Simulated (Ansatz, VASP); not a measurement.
Two plane-wave programs on Rb

Contents of INCAR:

```
  PREC = Accurate
  ENCUT = 520
  EDIFF = 1E-6
  ISMEAR = 0
  SIGMA = 0.15
  LREAL = False
  LASPH = True
  NELM = 100
  ALGO = Fast
  ISIF = 2
  LWAVE = False
  LCHARG = False
  GGA = PS
  NBANDS = 10
```

KPOINTS

```
regular mesh
0
Gamma
  12 12 12
```

File POSCAR:

```
Rb
1.0
   -2.9463000000      2.9463000000      2.9463000000
    2.9463000000     -2.9463000000      2.9463000000
    2.9463000000      2.9463000000     -2.9463000000
Rb
1
Direct
    0.0000000000      0.0000000000      0.0000000000
```

Input for Ansatz:

```yaml
crystal:
  lattice:
    - [-2.9463, 2.9463, 2.9463]
    - [2.9463, -2.9463, 2.9463]
    - [2.9463, 2.9463, -2.9463]
  atoms:
    - { symbol: Rb, position: [0.0, 0.0, 0.0] }
basis:
  ecutwfc: 420
kpoints:
  mp_grid: { grid: [12, 12, 12] }
hamiltonian:
  xc: pbesol
scf:
  occupations: { method: gaussian, width: 0.15 }
output:
  forces: true
  stress: true
  eigenvalues: true
```

Change from the starting cell: strain +0.050 along x and y, +0.050 along z, atoms carried along.

Alike in both runs: task single point; functional PBEsol; k mesh 12 × 12 × 12; occupations gaussian, width 0.15 eV; no spin polarisation.

|  | VASP | Ansatz |
| --- | --- | --- |
| version | VASP 6.6.1 | Ansatz 0.2.0 |
| potentials or method | VASP PAW PBE potentials, release 64 (Rb_sv) | scalar-relativistic, plane waves, PAW |
| plane-wave cutoff (eV) | 520 | 420 |
| valence electrons in the cell | 9 | 9 |

```tsv
	VASP	Ansatz	Ansatz less VASP
gap on the k mesh at the Fermi level (eV)	none	none	-
pressure (GPa)	-0.4	-0.4	0.00
```

A gap of «none» marks a metal or a gap that the smearing closes.

Caveats: the PAW data sets were made with another functional, which shifts forces and pressure a little (VASP).
